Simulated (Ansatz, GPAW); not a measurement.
## A script for RbBr (PBE in single-zeta orbitals)

These are simulated results from GPAW 26.7.0, not measurements. The cell was built from a prototype and was relaxed with r2SCAN in plane waves (Ansatz 0.2.0). Not every such cell is a known phase. All runs are without spin polarisation.

It is cubic, Pm-3m (No. 221); a = 4.128 Å in the conventional setting, 35.17 Å³ an atom. Rb has 8 Br at 3.57 Å; Br has 8 Rb at 3.57 Å.

The basis is minimal: single zeta, one radial function for each shell that the log's basis lists. It describes the filled bands fairly and the empty ones poorly.

run.py reads:

```python
import json
from ase import Atoms
from gpaw import GPAW, PW, FermiDirac

atoms = Atoms(['Rb', 'Br'],
              cell=[[4.127927, -0.0, -0.0], [-0.0, 4.127927, 0.0], [-0.0, 0.0, 4.127927]],
              scaled_positions=[[0.0, 0.0, 0.0], [0.5, 0.5, 0.5]],
              pbc=True)
calc = GPAW(mode='lcao', basis='sz(dzp)', h=0.2, xc='PBE', kpts={'size': (4, 4, 4), 'gamma': True},
            occupations=FermiDirac(0.02), maxiter=100, legacy_gpaw=True, txt='gpaw.txt')
atoms.calc = calc
res = {'energy': atoms.get_potential_energy(force_consistent=True)}
res['electrons'] = calc.get_number_of_electrons()
res['k'] = calc.get_ibz_k_points().tolist()
res['levels'] = [calc.get_eigenvalues(kpt=i).tolist() for i in range(len(res['k']))]
points = [[0.0, 0.0, 0.0], [0.0, 0.5, 0.0], [0.5, 0.5, 0.0], [0.5, 0.5, 0.5], [0.0, 0.5, 0.5]]
bands = calc.fixed_density(kpts=points, symmetry='off', txt='bands.txt')
res['points'] = [bands.get_eigenvalues(kpt=i).tolist() for i in range(len(points))]
json.dump(res, open('results.json', 'w'))
print('free energy (eV):', round(res['energy'], 5))
```

Command: `python run.py`. It took 15 s on 1 thread of Arm Neoverse V1, with other jobs on the host, peak memory 0.17 GiB.

The log gpaw.txt, trimmed of paths, versions and times, then the last line on the terminal. An iter line gives the energy in eV and the logarithms of the changes of orbitals (plane waves alone) and density (c: converged):

```
___ ___ ___ _ _ _
 |   |   |_  | | | |

 | | | | | . | | | |

 |__ |  _|___|_____|  26.7.0
 |___|_|

Input parameters:
  basis: sz(dzp)
  h: 0.2
  kpts: {gamma: True,
         size: (4, 4, 4)}
  maxiter: 100
  mode: lcao
  occupations: {fixmagmom: False,
                name: fermi-dirac,
                width: 0.02}
  xc: PBE

System changes: positions, numbers, cell, pbc, initial_charges, initial_magmoms

Initialize ...

species:
  Rb:
    name:    Rubidium
    Z:       37.0
    valence: 9
    core:    28
    charge:  0.0  # [|e|]
    compensation charges:
      type: gauss
      rc: 0.38  # [Å]
      lmax: 2
    cutoffs:
      filter: 2.43  # [Å]
      core: 1.99  # [Å]
    projectors
    | kind |    occ | energy [eV] | rcut [Å] |

    |------|--------|-------------|----------|

    |   4s |  2.000 |     -31.879 |    1.376 |

    |   5s |  1.000 |      -2.231 |    1.376 |

    |   4p |  6.000 |     -15.966 |    1.270 |

    |    p |        |      11.245 |    1.270 |

    |    d |        |       0.000 |    1.217 |

    LCAO basis set for Rb:
      Name: sz(dzp)
      Number of radial functions: 4
      Number of spherical harmonics: 8
        l=0, rc=4.6094 Bohr: 4s-sz confined orbital
        l=0, rc=13.4375 Bohr: 5s-sz confined orbital
        l=1, rc=5.6094 Bohr: 4p-sz confined orbital
        l=1, rc=16.0000 Bohr: 5p-sz confined orbital
      Number of RI-basis functions 0

  Br:
    name:    Bromine
    Z:       35.0
    valence: 7
    core:    28
    charge:  0.0  # [|e|]
    compensation charges:
      type: gauss
      rc: 0.35  # [Å]
      lmax: 2
    cutoffs:
      filter: 1.98  # [Å]
      core: 2.38  # [Å]
    projectors
    | kind |    occ | energy [eV] | rcut [Å] |

    |------|--------|-------------|----------|

    |   4s |  2.000 |     -20.121 |    1.111 |

    |   4p |  5.000 |      -7.861 |    1.111 |

    |    s |        |       7.091 |    1.111 |

    |    p |        |      19.351 |    1.111 |

    |    d |        |       0.000 |    1.111 |

    LCAO basis set for Br:
      Name: sz(dzp)
      Number of radial functions: 2
      Number of spherical harmonics: 4
        l=0, rc=5.3594 Bohr: 4s-sz confined orbital
        l=1, rc=6.8125 Bohr: 4p-sz confined orbital
      Number of RI-basis functions 0

Reference energy: -152005.600152  # eV

Spin-paired calculation

Convergence criteria:
 Maximum [total energy] change in last 3 cyles: 0.0005 eV / valence electron
 Maximum integral of absolute [dens]ity change: 0.0001 electrons / valence electron
 Maximum integral of absolute [eigenst]ate change: 4e-08 eV^2 / valence electron
 Maximum number of scf [iter]ations: 100
 (Square brackets indicate name in SCF output, whereas a 'c' in
 the SCF output indicates the quantity has converged.)

Symmetries present (total): 48

  ( 1  0  0)  ( 1  0  0)  ( 1  0  0)  ( 1  0  0)  ( 1  0  0)  ( 1  0  0)
  ( 0  1  0)  ( 0  1  0)  ( 0  0  1)  ( 0  0  1)  ( 0  0 -1)  ( 0  0 -1)
  ( 0  0  1)  ( 0  0 -1)  ( 0  1  0)  ( 0 -1  0)  ( 0  1  0)  ( 0 -1  0)

  ( 1  0  0)  ( 1  0  0)  ( 0  1  0)  ( 0  1  0)  ( 0  1  0)  ( 0  1  0)
  ( 0 -1  0)  ( 0 -1  0)  ( 1  0  0)  ( 1  0  0)  ( 0  0  1)  ( 0  0  1)
  ( 0  0  1)  ( 0  0 -1)  ( 0  0  1)  ( 0  0 -1)  ( 1  0  0)  (-1  0  0)

  ( 0  1  0)  ( 0  1  0)  ( 0  1  0)  ( 0  1  0)  ( 0  0  1)  ( 0  0  1)
  ( 0  0 -1)  ( 0  0 -1)  (-1  0  0)  (-1  0  0)  ( 1  0  0)  ( 1  0  0)
  ( 1  0  0)  (-1  0  0)  ( 0  0  1)  ( 0  0 -1)  ( 0  1  0)  ( 0 -1  0)

  ( 0  0  1)  ( 0  0  1)  ( 0  0  1)  ( 0  0  1)  ( 0  0  1)  ( 0  0  1)
  ( 0  1  0)  ( 0  1  0)  ( 0 -1  0)  ( 0 -1  0)  (-1  0  0)  (-1  0  0)
  ( 1  0  0)  (-1  0  0)  ( 1  0  0)  (-1  0  0)  ( 0  1  0)  ( 0 -1  0)

  ( 0  0 -1)  ( 0  0 -1)  ( 0  0 -1)  ( 0  0 -1)  ( 0  0 -1)  ( 0  0 -1)
  ( 1  0  0)  ( 1  0  0)  ( 0  1  0)  ( 0  1  0)  ( 0 -1  0)  ( 0 -1  0)
  ( 0  1  0)  ( 0 -1  0)  ( 1  0  0)  (-1  0  0)  ( 1  0  0)  (-1  0  0)

  ( 0  0 -1)  ( 0  0 -1)  ( 0 -1  0)  ( 0 -1  0)  ( 0 -1  0)  ( 0 -1  0)
  (-1  0  0)  (-1  0  0)  ( 1  0  0)  ( 1  0  0)  ( 0  0  1)  ( 0  0  1)
  ( 0  1  0)  ( 0 -1  0)  ( 0  0  1)  ( 0  0 -1)  ( 1  0  0)  (-1  0  0)

  ( 0 -1  0)  ( 0 -1  0)  ( 0 -1  0)  ( 0 -1  0)  (-1  0  0)  (-1  0  0)
  ( 0  0 -1)  ( 0  0 -1)  (-1  0  0)  (-1  0  0)  ( 0  1  0)  ( 0  1  0)
  ( 1  0  0)  (-1  0  0)  ( 0  0  1)  ( 0  0 -1)  ( 0  0  1)  ( 0  0 -1)

  (-1  0  0)  (-1  0  0)  (-1  0  0)  (-1  0  0)  (-1  0  0)  (-1  0  0)
  ( 0  0  1)  ( 0  0  1)  ( 0  0 -1)  ( 0  0 -1)  ( 0 -1  0)  ( 0 -1  0)
  ( 0  1  0)  ( 0 -1  0)  ( 0  1  0)  ( 0 -1  0)  ( 0  0  1)  ( 0  0 -1)

64 k-points: 4 x 4 x 4 Monkhorst-Pack grid + [1/8,1/8,1/8]
10 k-points in the irreducible part of the Brillouin zone
       k-points in crystal coordinates                weights
   0:     0.00000000    0.00000000    0.00000000          1/64
   1:     0.25000000    0.00000000    0.00000000          6/64
   2:     0.25000000    0.25000000    0.00000000         12/64
   3:     0.25000000    0.25000000    0.25000000          8/64
   4:     0.50000000    0.00000000    0.00000000          3/64
   5:     0.50000000    0.25000000    0.00000000         12/64
   6:     0.50000000    0.25000000    0.25000000         12/64
   7:     0.50000000    0.50000000    0.00000000          3/64
   8:     0.50000000    0.50000000    0.25000000          6/64
   9:     0.50000000    0.50000000    0.50000000          1/64

Wave functions: LCAO
  Diagonalizer: Serial LAPACK
  Atomic Correction: dense with blas
  Data-type: complex

Occupation numbers: Fermi-Dirac:
  width: 0.0200  # eV

Eigensolver
   LCAO using direct dense diagonalizer

Densities:
  Coarse grid: 20*20*20 grid
  Fine grid: 40*40*40 grid
  Total Charge: 0.000000

Density mixing:
  Method: separate
  Backend: msr1
  Linear mixing parameter: 0.05
  old densities: 10
  Width of damping distribution: 1.1
  Damping of long wavelength oscillations: 20

Hamiltonian:
  XC and Coulomb potentials evaluated on a 40*40*40 grid
  Using the PBE Exchange-Correlation functional
  Interpolation: tri-quintic (5. degree polynomial)
  Poisson solver: FastPoissonSolver using
    Stencil: 6*3+1=19 point O(h^6) finite-difference Laplacian
    FFT axes: [np.int64(0), np.int64(1), np.int64(2)]
    FST axes: []

XC parameters: PBE with 2 nearest neighbor stencil

Memory estimate:
  Process memory now: 112.95 MiB
  Calculator: 21.81 MiB
    Density: 11.21 MiB
      Arrays: 1.59 MiB
      Localized functions: 8.40 MiB
      Mixer: 1.22 MiB
    Hamiltonian: 1.68 MiB
      Arrays: 1.04 MiB
      XC: 0.00 MiB
      Poisson: 0.00 MiB
      vbar: 0.64 MiB
    Wavefunctions: 8.92 MiB
      C [qnM]: 0.02 MiB
      S, T [2 x qmm]: 0.04 MiB
      P [aqMi]: 0.00 MiB
      BasisFunctions: 8.86 MiB
      Eigensolver: 0.00 MiB

Total number of cores used: 1

Number of atoms: 2
Number of atomic orbitals: 12
Number of bands in calculation: 9
Number of valence electrons: 16
Bands to converge: occupied

... initialized

Initializing position-dependent things.

Density initialized from atomic densities
    .---------.
   /|         |

  / |         |

 *  |         |

 |  |  Br     |

 |  .---------.
 | /         /
 |/         /
 Rb--------*
Positions:
   0 Rb     0.000000    0.000000    0.000000    ( 0.0000,  0.0000,  0.0000)
   1 Br     2.063963    2.063963    2.063963    ( 0.0000,  0.0000,  0.0000)

Unit cell:
           periodic     x           y           z      points  spacing
  1. axis:    yes    4.127927   -0.000000   -0.000000    20     0.2064
  2. axis:    yes   -0.000000    4.127927    0.000000    20     0.2064
  3. axis:    yes   -0.000000    0.000000    4.127927    20     0.2064

  Lengths:   4.127927   4.127927   4.127927
  Angles:   90.000000  90.000000  90.000000

Effective grid spacing dv^(1/3) = 0.2064

iter:   1    -5.406850        c
iter:   2    -5.363884        c -1.37
iter:   3    -5.135596        c -1.40
iter:   4    -5.135738        c -2.08
iter:   5    -5.135998c       c -2.31
iter:   6    -5.135970c       c -3.29
iter:   7    -5.135966c       c -3.73
iter:   8    -5.135966c       c -4.98c

Converged after 8 iterations.

Energy contributions relative to reference atoms: (reference = -152005.600152)

Kinetic:        +18.360577
Potential:      -15.925465
External:        +0.000000
XC:              -7.593363
Entropy (-ST):   -0.000000
Local:           +0.022284
SIC:             +0.000000
--------------------------
Free energy:     -5.135966
Extrapolated:    -5.135966

Showing only first 2 kpts
 Kpt  Band  Eigenvalues  Occupancy
  0     6      1.62495    2.00000
  0     7      1.62495    2.00000
  0     8      5.45892    0.00000

  1     6      1.66139    2.00000
  1     7      1.66139    2.00000
  1     8      6.84951    0.00000

Fermi level: 3.07331

Gap: 3.633 eV
Transition (v -> c):
  (s=0, k=7, n=7, [0.50, 0.50, 0.00]) -> (s=0, k=0, n=8, [0.00, 0.00, 0.00])
Direct/indirect transitions are different
Direct gap: 3.834 eV
Transition at: (s=0, k=0, n=7, [0.00, 0.00, 0.00])

free energy (eV): -5.13597
```

The gap in the log is over the mesh alone; results.json adds the listed points. PBE in single-zeta orbitals gives a gap of 3.63 eV. On the same cell, plane-wave PBE (Ansatz, 6×6×6 k points and the special points) gives a gap of 4.08 eV and r2SCAN a gap of 4.82 eV; on shared hosts these took about 1.6 and 4.2 core-seconds on the 2-atom cell, against 15 for the script. Semilocal gaps usually lie below measured ones.

The runs are scalar-relativistic, without spin-orbit coupling.
